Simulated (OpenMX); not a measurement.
Runs of OpenMX 3.8.5 on CdS (Hawleyite). The structure is cubic, space group F-43m (No. 216). The conventional cell has a = 5.833 Å, b = 5.833 Å, c = 5.833 Å, α = 90.00°, β = 90.00°, γ = 90.00°. Cd (site symmetry -43m) has 4 S at 2.53 Å as nearest neighbours. Around S (site symmetry -43m) lie 4 Cd at 2.53 Å. 

```csv
task,level,potentials or basis,max SCF cycles,"grid points, held for all volumes",gap on the mesh (eV),pressure (GPa),V0 of scaled cells (Å³/atom),B0 (GPa)
band structure,LDA,"OpenMX 2013 LDA set, Cd7.0-s3p2d2, S7.0-s2p2d1f1, grid cutoff 500 Ry",100,-,(a),-1.9,-,-
band structure,PBE,"OpenMX 2013 PBE set, Cd7.0-s3p2d1, S7.0-s2p2d1, grid cutoff 500 Ry",100,-,1.23,3.3,-,-
equation of state,PBE,"OpenMX 2013 PBE set, Cd7.0-s3p2d1, S7.0-s2p2d1, fixed grid of 45 × 45 × 45 points",-,45 × 45 × 45,-,-,26.09,58
equation of state,LDA,"OpenMX 2013 LDA set, Cd7.0-s3p2d2, S7.0-s2p2d1f1, fixed grid of 45 × 45 × 45 points",-,45 × 45 × 45,-,-,(c),(b)
```

Alike in all rows: no spin polarisation; cell as given; k mesh 9 × 9 × 9; smearing fermi-dirac 0.05 eV.

Question: Fill in the values left out.

Answer: (a) 1.02; (b) 66; (c) 24.05.

Caveats: the basis of atomic orbitals isn't converged, which shifts pressures, moduli and gaps; volumes in these bases differ from converged ones by about 1 %, for some elements by several (some runs).

A k mesh can miss the band edges, and the runs leave out spin-orbit coupling on Cd.
